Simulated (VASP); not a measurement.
TiSi2:

```
Ti Si
1.0
     0.00000    4.11752    4.26290
     2.38951    0.00000    4.26290
     2.38951    4.11752    0.00000
Ti Si
2 4
Direct
  0.75000 0.75000 0.75000
  0.50000 0.50000 0.50000
  0.41257 0.08743 0.41257
  0.08743 0.41257 0.08743
  0.16257 0.83743 0.16257
  0.83743 0.16257 0.83743
```

The cell is a database's computed one.

- Program: VASP 6.6.1
- Task: relaxation of cell and atoms
- Functional: PBE
- Dispersion: D3(BJ)
- Potentials or basis: VASP PAW PBE potentials, release 64 (Ti_sv, Si)
- Cutoff: 600 eV
- k mesh: 7 × 7 × 7
- Occupations: fermi-dirac, width 0.05 eV
- Spin: no spin polarisation

At the start: pressure -4.4 GPa; volume 13.98 Å³/atom.

Problem. How do energy, volume and symmetry change on relaxing?

Solution. Over 8 steps the energy falls by 6.5 meV/atom and the volume is 13.55 Å³/atom (-3.1 %); space group Fddd (No. 70, to 0.05 Å).

Step by step:
```
step  energy change (eV)  largest force (eV/Å)  pressure (GPa)  volume (Å³)
   1              0.0000                0.0213           -4.35        83.88
   2             -0.0141                0.0442            4.11        79.36
   3             -0.0376                0.0339            0.16        81.31
   4             -0.0388                0.0147           -0.04        81.31
   5             -0.0391                0.0204            0.00        81.31
   6             -0.0391                0.0135            0.00        81.32
   7             -0.0392                0.0047           -0.01        81.32
   8             -0.0392                0.0003            0.00        81.31
```

Final structure:
```
CELL_PARAMETERS angstrom
0.00000 4.05306 4.23946
2.36602 0.00000 4.23946
2.36602 4.05306 0.00000
ATOMIC_POSITIONS crystal
Ti 0.75000 0.75000 0.75000
Ti 0.50000 0.50000 0.50000
Si 0.41310 0.08690 0.41310
Si 0.08690 0.41310 0.08690
Si 0.16310 0.83690 0.16310
Si 0.83690 0.16310 0.83690
```

Caveat: pairwise dispersion overbinds metals, which lowers pressure and volume.
